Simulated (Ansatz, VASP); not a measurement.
KI in VASP and in Ansatz

```xyz
12
Lattice="5.0748 0.0000 0.0000 -2.5374 4.3949 0.0000 0.0000 0.0000 24.8612" Properties=species:S:1:pos:R:3 pbc="T T T"
K     0.0000    0.0000    0.0000
K     0.0000    2.9299    4.1435
K     2.5374    1.4650    8.2871
K     0.0000    0.0000   12.4306
K     2.5374    1.4650   16.5741
K     0.0000    2.9299   20.7177
I     2.5374    1.4650    2.0718
I     0.0000    0.0000    6.2153
I     0.0000    2.9299   10.3588
I     0.0000    2.9299   14.5024
I     0.0000    0.0000   18.6459
I     2.5374    1.4650   22.7894
```

Alike in both runs: task relaxation of cell and atoms; functional PBE; k mesh 6 × 6 × 1; occupations gaussian, width 0.02 eV; no spin polarisation.

```csv
,VASP,Ansatz
version,VASP 6.6.1,Ansatz 0.2.0
potentials or method,"VASP PAW PBE potentials, release 64 (K_sv, I)","scalar-relativistic, plane waves, PAW"
plane-wave cutoff (eV),600,420
valence electrons in the cell,96,156
```

```tsv
	VASP	Ansatz	Ansatz less VASP
gap on the k mesh at the Fermi level, each at its own relaxed structure (eV)	3.73	3.73	+0.001
relaxed volume (Å³/atom)	46.63	46.52	-0.112
relaxed cell length with the largest relative difference (Å)	25.644	25.541	-0.1025
energy change over the relaxation (meV/atom)	-4	-4	0.0
```

The two sets of potentials don't hold the same shells in valence.

Caveats: spin-orbit coupling is left out, which moves the levels of the heavy elements. As with any semilocal functional, this PBE gap is likely too small.
